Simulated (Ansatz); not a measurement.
# Bands of CsBr

```xyz
2
Lattice="4.2860 0.0000 0.0000 0.0000 4.2860 0.0000 0.0000 0.0000 4.2860" Properties=species:S:1:pos:R:3 pbc="T T T"
Cs    0.0000    0.0000    0.0000
Br    2.1430    2.1430    2.1430
```

Atoms are numbered in the order listed.

Conventional cell: a = 4.286 Å, b = 4.286 Å, c = 4.286 Å, α = 90.00°, β = 90.00°, γ = 90.00°. Cs (atom 1) has 8 Br at 3.71 Å as nearest neighbours. Br (atom 2) has 8 Cs at 3.71 Å as nearest neighbours.

The cell is COD entry 9008788, as deposited and not checked against the literature; nothing was relaxed. It is an old determination, and later ones may differ.

No spin–orbit coupling, which matters for the heavy atoms here.

Theory: DFT, PBE, all-electron LAPW, scalar-relativistic (Ansatz 0.2.0).

Sampling and basis: a Γ-centred 6×6×6 k mesh, Fermi–Dirac smearing of 0.03 eV, basis error target 0.25 meV/atom, no spin polarisation.

Points in fractions of the reciprocal vectors of this cell: Γ (0, 0, 0), X (0, 0.5, 0), M (0.5, 0.5, 0), R (0.5, 0.5, 0.5). The path joins them by straight lines in the order Γ–X–M–Γ–R–X–R–M; legs that retrace an earlier one aren't tabulated. Energies are in eV from the top of the valence band.

**Question.** Metal or insulator at this level of theory?

**Answer.** An insulator or semiconductor: gap 4.53 eV, direct at Γ.

**Question.** Tabulate bands 23 to 28, counted from the lowest band of the run, along the path.

**Answer.** 
```tsv
k (1/Å)	point	band 23	band 24	band 25	band 26	band 27	band 28
0.00	Γ	0.00	0.00	0.00	4.53	4.93	4.93
0.10		-0.09	-0.01	-0.01	4.66	4.96	5.04
0.21		-0.32	-0.04	-0.04	5.02	5.06	5.38
0.31		-0.61	-0.08	-0.08	5.21	5.54	5.88
0.42		-0.89	-0.12	-0.12	5.42	6.13	6.49
0.52		-1.12	-0.17	-0.17	5.65	6.70	7.12
0.63		-1.27	-0.20	-0.20	5.85	7.14	7.60
0.73	X	-1.32	-0.21	-0.21	5.94	7.32	7.78
0.84		-1.28	-0.23	-0.20	5.98	7.29	7.54
0.94		-1.17	-0.29	-0.17	6.05	7.04	7.32
1.05		-1.02	-0.37	-0.13	5.96	6.53	7.63
1.15		-0.85	-0.45	-0.09	5.74	6.11	7.76
1.26		-0.71	-0.52	-0.05	5.51	5.78	7.48
1.36		-0.61	-0.56	-0.02	5.34	5.58	7.31
1.47	M	-0.57	-0.57	0.00	5.28	5.51	7.24
1.61		-0.63	-0.55	-0.03	5.39	5.65	7.31
1.76		-0.75	-0.49	-0.07	5.60	6.02	7.49
1.91		-0.81	-0.40	-0.10	5.78	6.22	7.50
2.06		-0.71	-0.28	-0.10	5.68	5.96	6.48
2.21		-0.45	-0.15	-0.06	5.32	5.38	5.66
2.35		-0.15	-0.04	-0.02	4.78	5.03	5.12
2.50	Γ	0.00	0.00	0.00	4.53	4.93	4.93
2.68		-0.19	-0.05	-0.05	4.90	5.15	5.15
2.87		-0.48	-0.20	-0.20	5.71	5.76	5.76
3.05		-0.56	-0.41	-0.41	6.59	6.60	6.60
3.23		-0.67	-0.67	-0.53	6.87	7.39	7.39
3.41		-0.92	-0.92	-0.69	6.86	7.80	7.80
3.59		-1.11	-1.11	-1.01	7.63	8.15	8.15
3.77	R	-1.17	-1.17	-1.17	8.34	8.34	8.34
3.92		-1.13	-1.12	-1.07	7.89	8.02	8.30
4.07		-1.02	-0.99	-0.79	7.20	7.38	8.16
4.22		-0.89	-0.84	-0.46	6.69	6.90	7.45
4.36		-0.91	-0.63	-0.23	6.56	6.79	6.83
4.51		-1.06	-0.42	-0.15	6.35	6.86	7.00
4.66		-1.24	-0.27	-0.18	6.04	7.24	7.42
4.81	X	-1.32	-0.21	-0.21	5.94	7.32	7.78
5.85	R	-1.17	-1.17	-1.17	8.34	8.34	8.34
5.95		-1.15	-1.15	-1.13	8.18	8.20	8.20
6.05		-1.06	-1.06	-0.99	7.75	7.94	7.94
6.16		-0.94	-0.94	-0.79	7.11	7.18	7.69
6.26		-0.81	-0.81	-0.53	6.36	6.57	7.50
6.37		-0.69	-0.69	-0.28	5.78	6.03	7.35
6.47		-0.60	-0.60	-0.08	5.41	5.65	7.27
6.58	M	-0.57	-0.57	0.00	5.28	5.51	7.24
```

Kohn–Sham gaps of semilocal functionals usually fall short of measured ones.
